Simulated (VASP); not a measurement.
Write the native input for VASP 6.6.1 that does the following.

* Task: atomic charges
* Functional: PBEsol
* Potentials or basis: VASP PAW PBE potentials, release 64 (Sn_d, Se)
* Cutoff: 520 eV
* k mesh: 8 × 8 × 5
* Occupations: gaussian, width 0.02 eV
* Spin: no spin polarisation
* Further INCAR settings: ALGO = Normal; EDIFF = 1e-06

The structure of SnSe2 lies in POSCAR:

```
SnSe2
1.0
    3.8110000000      0.0000000000      0.0000000000
   -1.9055000000      3.3004228138      0.0000000000
    0.0000000000      0.0000000000      6.1360000000
Sn Se
1 2
Direct
    0.0000000000      0.0000000000      0.0000000000
    0.6666666667      0.3333333333      0.7510000000
    0.3333333333      0.6666666667      0.2490000000
```

One way to write it, as run:

INCAR

```
PREC     = Accurate       # precision mode
ENCUT    = 520            # plane-wave cutoff, eV
EDIFF    = 1E-6           # SCF threshold, eV
ISMEAR   = 0              # smearing method
SIGMA    = 0.02           # smearing width, eV
LREAL    = F              # projectors in reciprocal space
LASPH    = T              # aspherical terms in the spheres
NELM     = 60             # most SCF steps
ALGO     = Normal         # electronic algorithm
ISIF     = 2              # what is computed and relaxed
LWAVE    = F              # write WAVECAR
LCHARG   = T              # write CHGCAR
GGA      = PS             # functional
LORBIT   = 10             # projections on sites
LELF     = T              # ELF
LVHAR    = T
```

KPOINTS

```
regular mesh
0
Gamma
  8 8 5
```

Potentials or basis: VASP PAW PBE potentials, release 64 (Sn_d, Se).

Run with:

```bash
$ cat potpaw_PBE.64/Sn_d/POTCAR potpaw_PBE.64/Se/POTCAR > POTCAR
$ mpirun -np 1 vasp_std > vasp.out
```

It gave:

```yaml
Pressure: 2.6 GPa
Largest_force: 0.622 eV/Å
Band_gap_on_the_k_mesh: 0.73 eV, indirect (least direct gap 1.00 eV)
Valence_electrons_inside_the_program's_atomic_spheres: Sn 12.24; Se 3.83
```

Caveat: the PAW data sets were made with another functional, which shifts forces and pressure a little; spin-orbit coupling is left out, which moves the levels of the heavy elements; an odd mesh through Γ misses points on the zone boundary, where band edges often lie; this functional lacks dispersion, which binds the layers, so the pressure and a relaxed spacing across them are unreliable.

It took 25 s on 1 thread of Intel(R) Xeon(R) 6975P-C (Granite Rapids) (shared host), peak memory 0.21 GiB.
